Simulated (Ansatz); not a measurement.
MgO: Fröhlich coupling of electrons to the polar mode

Plane-wave DFT in Ansatz with scalar-relativistic PAW potentials. The crystal relaxes under PBE to Fm-3m with a = 4.254 Å, 9.62 Å³/atom. No spin polarisation.

Linear response at Γ (PBE, cell Fm-3m with a = 4.254 Å, 420 eV, 10×10×10 k points) gives one polar TO mode at 364.8 cm⁻¹, ε∞ = 3.24 and ε0 = 11.20. Band curvatures at the conduction edge (PBE, cell Fm-3m with a = 4.254 Å, 420 eV, 10×10×10 k points; gap 4.46 eV) give a conductivity mass of 0.337 mₑ (harmonic mean over x, y, z).

Q: Work out the LO energy, the Fröhlich constant, and the polaron's energy, mass and size.

A: Lyddane–Sachs–Teller: ω_LO = ω_TO √(ε0/ε∞) = 678.0 cm⁻¹, ħω_LO = 84.1 meV. α = √(m* Ry/ħω_LO) (1/ε∞ − 1/ε0) with Ry = 13.606 eV and m* in mₑ: √(0.337 × 13606/84.1) × 0.219 = 1.6. To first order the edge drops by αħω_LO = 136 meV and the mass grows by the factor 1 + α/6 to 0.427 mₑ; the length √(ħ/2m*ω_LO) is 11.6 Å. Coupling is intermediate; the first-order energy stays a fair guide, while the true mass grows faster than 1 + α/6. The model takes one parabolic, isotropic valley. Too small a gap makes ε∞ too large and, at a direct edge, m* too light, and both lower α.